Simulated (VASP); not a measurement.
Crystal: La2O3.

```
La O
1.0
     3.93800    0.00000    0.00000
    -1.96900    3.41041    0.00000
     0.00000    0.00000    6.13600
La O
2 3
Direct
  0.33333 0.66667 0.24540
  0.66667 0.33333 0.75460
  0.33333 0.66667 0.64710
  0.66667 0.33333 0.35290
  0.00000 0.00000 0.00000
```

The cell was built by a generator and needn't be a form met in nature.

Base run:

```yaml
Program: VASP 6.6.1
Functional: PBE
Potentials_or_basis: VASP PAW PBE potentials, release 64 (La, O)
Cutoff: 520 eV
k_mesh: 8 × 8 × 5
Occupations: gaussian, width 0.05 eV
Spin: no spin polarisation
```

Its results: band gap on the k mesh 3.89 eV, indirect (least direct gap 4.07 eV); pressure 0.5 GPa; largest force 0.128 eV/Å.

Question: The run is repeated on the same cell with these changes: functional from PBE to r2SCAN. What comes out?

Answer: Band gap on the k mesh 4.32 eV, indirect (least direct gap 4.46 eV); pressure -0.9 GPa; largest force 0.115 eV/Å.

r2SCAN gives the wider gap, since meta-GGAs in the generalised Kohn-Sham scheme recover part of the derivative discontinuity.

Caveats: spin-orbit coupling is left out, which moves the levels of the heavy elements; an odd mesh through Γ misses points on the zone boundary, where band edges often lie; the PAW data sets were made with another functional, which shifts forces and pressure a little (some runs).
